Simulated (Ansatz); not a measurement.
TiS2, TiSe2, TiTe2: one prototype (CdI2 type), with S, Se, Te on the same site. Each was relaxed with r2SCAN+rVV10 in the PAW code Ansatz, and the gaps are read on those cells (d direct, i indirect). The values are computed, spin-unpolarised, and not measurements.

```csv
compound,a (Å),c (Å),"gap, PBE (eV)","gap, r2SCAN (eV)"
TiSe2,3.541,6.091,none (overlap 0.58),none (overlap 0.38)
TiTe2,3.791,6.554,none (overlap 0.62),none (overlap 0.57)
```

(1) Fill in the row for TiS2.

## Answers

(1)
```csv
compound,a (Å),c (Å),"gap, PBE (eV)","gap, r2SCAN (eV)"
TiS2,3.411,5.739,none (overlap 0.08),0.14 i (Γ → L)
```
Ti has 6 S at 2.42 Å; S has 3 Ti at 2.42 Å.

Spin-orbit coupling is left out, which matters wherever the heavy atoms make up the band edges.

Where bands overlap the cell is a metal at that level, and these k meshes limit energies, forces and stress.
